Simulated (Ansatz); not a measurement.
## TiSi: strain energy, fitted

TiSi, Cmmm, a = 3.601 Å, b = 4.143 Å, c = 3.789 Å. The structure is a COD entry; whether it is the stable form wasn't checked. Ansatz: PBEsol, PAW, 420 eV, Γ-centred 14×12×14 mesh on 4 atoms, Gaussian smearing 0.10 eV; no spin polarisation. Series: biaxial strain in the a-b plane, c and atoms relaxed; x is the strain in per cent. y is the free energy over the unstrained cell, V0 = 14.132 Å³/atom.

```
x (%) y (meV/atom)
 -3.0             ?
 -1.5          4.35
  0.0          0.00
  1.5          3.97
  3.0         15.12
```

Problem. Fit y = c2 x² + c3 x³ to the other rows, turn c2 into a modulus, and predict the missing energy.

Solution. Least squares on the rows shown. y = 1.8489 x² − 0.056296 x³. In eV per unit strain² c2 is 18.49; M is the biaxial modulus (E = M V0 ε²): 18.49 × 160.2 / (14.132) = 210 GPa. At x = -3.0 the fit asked for gives 18.16 meV/atom. The run gave 17.71 meV/atom, so the fit is 0.45 meV/atom too high, 2.5 % of the span of the series, against an rms of 0.000 meV/atom on the fitted rows. The row lies outside the fitted range. With a term in x⁴ added, a fit to the same known rows (none to spare) predicts 18.16 meV/atom, no real gain.

Cost: 5 runs of about 4.1 core-minutes in all, on Intel Xeon 6975P-C (Granite Rapids) (shared hosts).